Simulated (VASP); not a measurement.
From an Ansatz input to VASP: PbO$_{2}$ (strained rutile)

Ansatz input

```yaml
crystal:
  lattice:
    - [5.1831999243, 0.0, 0.0]
    - [0.0, 5.1831999243, 0.0]
    - [0.0, 0.0, 3.3067711442]
  atoms:
    - { symbol: Pb, position: [0.0, 0.0, 0.0] }
    - { symbol: Pb, position: [0.5, 0.5, 0.5] }
    - { symbol: O, position: [0.3088006081, 0.3088006081, 0.0] }
    - { symbol: O, position: [0.1911993919, 0.8088006081, 0.5] }
    - { symbol: O, position: [0.8088006081, 0.1911993919, 0.5] }
    - { symbol: O, position: [0.6911993919, 0.6911993919, 0.0] }
kpoints:
  mp_grid: { grid: [6, 6, 8] }
  band_path:
    path:
      - [0.0, 0.0, 0.0]
      - [0.0, 0.5, 0.0]
      - [0.5, 0.5, 0.0]
      - [0.0, 0.0, 0.5]
      - [0.0, 0.5, 0.5]
      - [0.5, 0.5, 0.5]
      - [-0.022949, -0.022868, 0.083333]
      - [-0.101562, 0.101563, -0.012858]
    npoints: 1
hamiltonian:
  xc: pbe
scf:
  occupations: { method: fermi_dirac, width: 0.02 }
  n_extra_bands: 5
output:
  forces: true
  stress: true
  eigenvalues: true
  write_density: true
  write_potential: true
  elf: true
  volumetric_format: npy
```

Task: Translate this input to VASP.

Result: 

INCAR

```
ISMEAR = -1
LREAL = .FALSE.
IBRION = -1
ISIF = 2
SIGMA = 0.02
NBANDS = 35
EDIFF = 1E-7
LCHARG = .FALSE.
NSW = 0
GGA = PE
LASPH = .TRUE.
NELM = 120
LWAVE = .FALSE.
ENCUT = 520
PREC = Accurate
```

KPOINTS

```
KPOINTS created by Atomic Simulation Environment
0
Gamma
6 6 8
0 0 0
```

KPOINTS_OPT

```
special points
8
Reciprocal
0.0000000000 0.0000000000 0.0000000000 1
0.0000000000 0.5000000000 0.0000000000 1
0.5000000000 0.5000000000 0.0000000000 1
0.0000000000 0.0000000000 0.5000000000 1
0.0000000000 0.5000000000 0.5000000000 1
0.5000000000 0.5000000000 0.5000000000 1
-0.0229490000 -0.0228680000 0.0833330000 1
-0.1015620000 0.1015630000 -0.0128580000 1
```

POSCAR

```
Pb O
 1.0000000000000000
     5.1831999243000002    0.0000000000000000    0.0000000000000000
     0.0000000000000000    5.1831999243000002    0.0000000000000000
     0.0000000000000000    0.0000000000000000    3.3067711441999998
 Pb  O
   2   4
Cartesian
 -0.0000000000000000 -0.0000000000000000  0.0000000000000000
  2.5915999621500001  2.5915999621500001  1.6533855720999999
  1.6005752886454907  1.6005752886454907  0.0000000000000000
  0.9910246735045095  4.1921752507954908  1.6533855720999999
  4.1921752507954908  0.9910246735045095  1.6533855720999999
  3.5826246356545099  3.5826246356545099  0.0000000000000000
```

VASP ran with the recommended PBE PAW datasets (52 valence electrons in the cell). Other inputs would serve too.

|  | Ansatz | VASP |
| --- | --- | --- |
| gap between bands v and c | -0.03 eV (bands overlap: a metal) | -0.01 eV (bands overlap: a metal) |
| least direct gap | 0.00 eV | 0.01 eV |
| pressure | 2.2 GPa | 2.5 GPa |
| largest force | 0.12 eV/Å | 0.14 eV/Å |

Each program uses its own PAW datasets. VASP's cell holds 52 valence electrons and Ansatz's 52. Ansatz's stress includes a Pulay correction; VASP's doesn't.
